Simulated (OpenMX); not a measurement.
KI:

```
I K
1.0
     0.00000    3.53277    3.53277
     3.53277    0.00000    3.53277
     3.53277    3.53277    0.00000
I K
1 1
Direct
  0.50000 0.50000 0.50000
  0.00000 0.00000 0.00000
```

Base run:

```yaml
Program: OpenMX 3.8.5
Functional: PBE
Potentials_or_basis: OpenMX 2013 PBE set, I7.0-s3p2d2, K10.0-s3p2, grid cutoff 300 Ry
k_mesh: 7 × 7 × 7
Occupations: fermi-dirac, width 0.05 eV
Spin: no spin polarisation
```

Its results: band gap on the k mesh 3.99 eV, direct; pressure 1.4 GPa.

Task: The run is repeated on the same cell with these changes: potentials or basis from OpenMX 2013 PBE set, I7.0-s3p2d2, K10.0-s3p2, grid cutoff 300 Ry to OpenMX 2013 PBE set, I7.0-s3p3d2f1, K10.0-s3p2d2, grid cutoff 300 Ry. What comes out?

Result: Band gap on the k mesh 4.13 eV, direct; pressure 0.7 GPa.

Caveats: spin-orbit coupling is left out, which moves the levels of the heavy elements; the basis of atomic orbitals isn't converged, which shifts pressures, moduli and gaps.
